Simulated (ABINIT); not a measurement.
Here is an ABINIT 10.8.3 (patched build) calculation.

Contents of run.abi:

```
# Datasets: one volume each
ndtset 7
getwfk -1
scalecart1 3*0.9795861087
scalecart2 3*0.9864848297
scalecart3 3*0.9932883884
scalecart4 3*1.0000000000
scalecart5 3*1.0066227096
scalecart6 3*1.0131594038
scalecart7 3*1.0196128224

# Pseudopotentials
pp_dirpath "./"
pseudos "N.GGA_PBE-JTH.xml, B.GGA_PBE-JTH.xml"

# Structure
acell 3*1.0 Angstrom
rprim
     0.0000000000     1.8130010000     1.8130010000
     1.8130010000     0.0000000000     1.8130010000
     1.8130010000     1.8130010000     0.0000000000
ntypat 2
znucl 7 5
natom 2
typat 1 2
xred
     0.2500000000     0.2500000000     0.2500000000
     0.0000000000     0.0000000000     0.0000000000

# Plane-wave basis
ecut 26.0
pawecutdg 48.0

# k points
kptopt 1
ngkpt 13 13 13
nshiftk 1
shiftk 0.0 0.0 0.0

# Exchange and correlation
ixc -109134

# Bands and occupations
nband 8
occopt 3
tsmear 0.00183747

# SCF cycle
nstep 100
tolvrs 1.0e-9

# Output
iomode 3
prtwf 1
prtden 0
prteig 0
prtebands 0
```

Potentials or basis: JTH PAW PBE v2.0.

Launch:

```bash
$ abinit run.abi > log 2>&1
```

Q: Predict the pressure derivative of the bulk modulus.

A: 3.7.

Q: Predict the equilibrium volume.

A: 5.94 Å³/atom.

Q: What does it give for the bulk modulus?

A: 373 GPa.

Energy against volume, from the lowest point:
```csv
volume (Å³/atom),energy (meV/atom)
5.602,24.50
5.721,9.92
5.840,1.91
5.959,0.00
6.078,3.57
6.198,12.13
6.317,25.23
```

Caveat: pressures at fixed basis lie under the slope of the energies; the PAW data sets were made with another functional, which shifts forces and pressure a little; the atomic spheres overlap.

**Measured values to compare with.**

“Effect of nanostructuration on compressibility of cubic BN”, 2012, arxiv:1208.3664 quotes, for a bulk crystal of BN at 300 K: bulk modulus 395 ± 2 GPa.

Against the measured bulk modulus of BN, 395 GPa (300 K; quoted in “Effect of nanostructuration on compressibility of cubic BN”, 2012, arxiv:1208.3664), the calculated 373 GPa is off by -5.5 %. The fit is for a static lattice scaled at fixed shape and fixed fractional positions.
